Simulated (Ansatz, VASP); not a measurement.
SrO: VASP beside Ansatz

The input INCAR:

```
SYSTEM = SrO
PREC = Accurate
ENCUT = 600
EDIFF = 1E-6
ISMEAR = -1
SIGMA = 0.08
LREAL = .False.
LASPH = .True.
NELM = 60
ALGO = Normal
ISIF = 3
LWAVE = .False.
LCHARG = .False.
GGA = PS
IBRION = 2
NSW = 100
EDIFFG = -0.002
```

Contents of KPOINTS:

```
Automatic mesh
0
Gamma
  12 12 12
  0 0 0
```

POSCAR

```
SrO
1.0
    2.5663000000      2.5663000000      0.0000000000
   -2.5663000000      2.5663000000      0.0000000000
    0.0000000000      2.5663000000      2.5663000000
Sr O
1 1
Direct
    0.5000000000      0.5000000000      0.0000000000
    0.0000000000      0.0000000000      0.0000000000
```

Input for Ansatz:

```yaml
crystal:
  lattice:
    - [2.5663, 2.5663, 0.0]
    - [-2.5663, 2.5663, 0.0]
    - [0.0, 2.5663, 2.5663]
  atoms:
    - { symbol: Sr, position: [0.5, 0.5, 0.0] }
    - { symbol: O, position: [0.0, 0.0, 0.0] }
kpoints:
  mp_grid: { grid: [12, 12, 12] }
scf:
  occupations: { method: fermi_dirac, width: 0.08 }
hamiltonian:
  xc: pbesol
  pseudopotentials: { kind: paw }
relax:
  f_tol: 0.002
  max_steps: 80
  cell: {}
output:
  forces: true
  stress: true
```

Alike in both runs: task relaxation of cell and atoms; functional PBEsol; k mesh 12 × 12 × 12; occupations fermi-dirac, width 0.08 eV; no spin polarisation.

|  | VASP | Ansatz |
| --- | --- | --- |
| version | VASP 6.6.1 | Ansatz 0.2.0 |
| potentials or method | VASP PAW PBE potentials, release 64 (Sr_sv, O) | PAW with Ansatz's default frozen-core files, scalar-relativistic |
| plane-wave cutoff (eV) | 600 | 420 |
| valence electrons in the cell | 16 | 16 |

Ansatz gave:

```
relaxed volume (Å³/atom)                                     : 16.81
relaxed cell length with the largest relative difference (Å) : 3.622
```

Problem. What did VASP give for the same quantities?

Solution. Relaxed volume (Å³/atom): 16.90; relaxed cell length with the largest relative difference (Å): 3.629.

Caveats: the relaxation stopped at its first step, so nothing moved; the PAW data sets were made with another functional, which shifts forces and pressure a little (VASP). A k mesh can miss the band edges.
